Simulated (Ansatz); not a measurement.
Pb:

```
Pb
1.0
    -1.97966    1.97966    1.97966
     1.97966   -1.97966    1.97966
     1.97966    1.97966   -1.97966
Pb
1
Direct
  0.00000 0.00000 0.00000
```

This isn't the form of Pb at room conditions, which is fcc.

| Quantity | Value |
| --- | --- |
| Program | Ansatz 0.2.0 |
| Task | relaxation of cell and atoms |
| Functional | B3LYP |
| Potentials or basis | Ansatz PAW |
| Cutoff | 420 eV (not typed: the program's choice for these potentials) |
| k mesh | 5 × 5 × 5 |
| Occupations | fermi-dirac, width 0.05 eV |
| Spin | no spin polarisation |

At the start: volume 31.03 Å³/atom.

Problem. How do energy, volume and symmetry change on relaxing?

Solution. It ends after 4 steps and the volume is 34.25 Å³/atom (+10.4 %); space group Im-3m (No. 229, to 0.05 Å).

Step by step:
| step | energy change (eV) | largest force (eV/Å) | volume (Å³) |
| --- | --- | --- | --- |
| 1 | 0.0000 | 0.0000 | 31.03 |
| 2 | -0.0407 | 0.0000 | 34.29 |
| 3 | -0.0407 | 0.0000 | 34.25 |
| 4 | -0.0410 | 0.0000 | 34.25 |

Final structure:
```cif
data_structure
_symmetry_space_group_name_H-M 'P 1'
_symmetry_Int_Tables_number 1
_cell_length_a 3.5435
_cell_length_b 3.5435
_cell_length_c 3.5435
_cell_angle_alpha 109.471
_cell_angle_beta 109.471
_cell_angle_gamma 109.471
_cell_volume 34.25
loop_
_atom_site_label
_atom_site_type_symbol
_atom_site_fract_x
_atom_site_fract_y
_atom_site_fract_z
_atom_site_occupancy
Pb1 Pb 0.00000 0.00000 0.00000 1
```

Caveat: the k mesh is coarse (spacing up to 0.45 Å⁻¹), so the values aren't converged, least of all with exact exchange; the plane-wave basis is chosen anew once the cell has moved, so the energies of steps on either side of that aren't comparable; the PAW data sets come from PBE, with cores solved anew for the run's functional, which leaves a small shift of forces and pressure.
